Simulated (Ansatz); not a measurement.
In:

```
In
1.0
    -1.62547    1.62547    2.47370
     1.62547   -1.62547    2.47370
     1.62547    1.62547   -2.47370
In
1
Cartesian
  0.0000 0.0000 0.0000
```

| Property | Result |
| --- | --- |
| Program | Ansatz 0.2.0 |
| Task | relaxation of cell and atoms |
| Functional | revPBE |
| Dispersion | D3(BJ) |
| Potentials or basis | Ansatz PAW |
| Cutoff | 420 eV (not typed: the program's choice for these potentials) |
| k mesh | 11 × 11 × 11 |
| Occupations | fermi-dirac, width 0.05 eV |
| Spin | no spin polarisation |

At the start: volume 26.14 Å³/atom.

Q: Where does the relaxation end?

A: It ends after 6 steps and the volume is 25.68 Å³/atom (-1.8 %); space group I4/mmm (No. 139, to 0.05 Å).

Step by step:
| step | energy change (eV) | largest force (eV/Å) | volume (Å³) |
| --- | --- | --- | --- |
| 1 | 0.0000 | 0.0000 | 26.14 |
| 2 | -0.0015 | 0.0000 | 25.78 |
| 3 | -0.0030 | 0.0000 | 25.40 |
| 4 | -0.0033 | 0.0000 | 25.61 |
| 5 | -0.0033 | 0.0000 | 25.68 |
| 6 | -0.0032 | 0.0000 | 25.68 |

Final structure:
```cif
data_structure
_symmetry_space_group_name_H-M 'P 1'
_symmetry_Int_Tables_number 1
_cell_length_a 3.3327
_cell_length_b 3.3327
_cell_length_c 3.3327
_cell_angle_alpha 121.215
_cell_angle_beta 121.215
_cell_angle_gamma 87.908
_cell_volume 25.68
loop_
_atom_site_label
_atom_site_type_symbol
_atom_site_fract_x
_atom_site_fract_y
_atom_site_fract_z
_atom_site_occupancy
In1 In 0.00000 0.00000 0.00000 1
```

Caveat: the plane-wave basis is chosen anew once the cell has moved, so the energies of steps on either side of that aren't comparable; pairwise dispersion overbinds metals, which lowers pressure and volume; the PAW data sets come from PBE, with cores solved anew for the run's functional, which leaves a small shift of forces and pressure.
